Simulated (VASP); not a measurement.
Here is a VASP 6.6.1 calculation.

Contents of INCAR:

```
SYSTEM = Si
  PREC = Accurate
  ENCUT = 520
  EDIFF = 1E-6
  ISMEAR = 0
  SIGMA = 0.03
  LREAL = .False.
  LASPH = .True.
  NELM = 60
  ALGO = Fast
  ISIF = 2
  LWAVE = .False.
  LCHARG = .True.
  LDIPOL = .True.
  IDIPOL = 3
  DIPOL = 0.5 0.5 0.500
  GGA = PE
  LELF = .True.
  LVHAR = .True.
  LVACPOTAV = .True.
```

KPOINTS

```
Automatic mesh
0
Gamma
  1 2 1
  0 0 0
```

File POSCAR:

```
Si                                      
1.0
    7.7337965900      0.0000000000      0.0000000000
    0.0000000000      3.8668983000      0.0000000000
    0.0000000000      0.0000000000     24.1700850000
  Si            
    16
Direct
     0.8595047931690510    0.0000000067823146    0.3296963941615663
     0.5798161203462472    0.0000000008123453    0.2969521839328105
     0.5277964933435879    0.5000000012920343    0.3534851547417860
     0.9980334171245244    0.5000000064975878    0.3614332505549703
     0.2715115348449512    0.5000000043780002    0.4086999491589246
     0.7456452678451488    0.5000000050815966    0.4218229718874737
     0.7550041463131067    0.0000000038333205    0.4772048248499973
     0.2702059546456442    0.0000000042396282    0.4667500455907682
     0.5034379318957095    0.0000000068966325    0.5331250078098696
     0.0214241584535582    0.9999999886943520    0.5233370947778897
     0.0108090174964666    0.4999999881370756    0.5785455050347446
     0.5088600004775504    0.5000000061159364    0.5910130436335685
     0.7765527123706645    0.4999999939007659    0.6417910909027639
     0.2482922200583227    0.4999999945369361    0.6441974893026184
     0.1044322899334759    0.9999999943899719    0.6725928073023406
     0.8186739416819926    0.9999999944115013    0.6993531863579086
```

Potentials or basis: VASP PAW PBE potentials, release 64 (Si).

Launch:

```sh
$ cat potpaw_PBE.64/Si/POTCAR > POTCAR
$ mpirun -np 8 vasp_std > vasp.out
```

**Question.** What does it give for the ionisation potential of the upper face?

**Answer.** 4.89 eV.

**Question.** What does it give for the band gap on the k mesh?

**Answer.** 0.44 eV, indirect (least direct gap 0.64 eV).

**Question.** Predict the largest force.

**Answer.** 0.725 eV/Å.

Forces on the atoms (eV/Å):
```
Si   0.215  0.000  0.413
Si   0.126  0.000  0.662
Si  -0.274  0.000  0.000
Si  -0.237  0.000  0.083
Si  -0.001  0.000 -0.108
Si   0.263  0.000 -0.054
Si  -0.074  0.000 -0.320
Si   0.083  0.000 -0.294
Si   0.040  0.000  0.146
Si  -0.210  0.000  0.451
Si   0.180  0.000  0.166
Si   0.168  0.000  0.070
Si  -0.418  0.000  0.003
Si  -0.303  0.000 -0.127
Si   0.310  0.000 -0.379
Si   0.131  0.000 -0.713
```

Caveat: the k mesh is coarse (spacing up to 0.81 Å⁻¹), so the values aren't converged. PBE gaps usually lie below the measured ones, often by a third to a half.
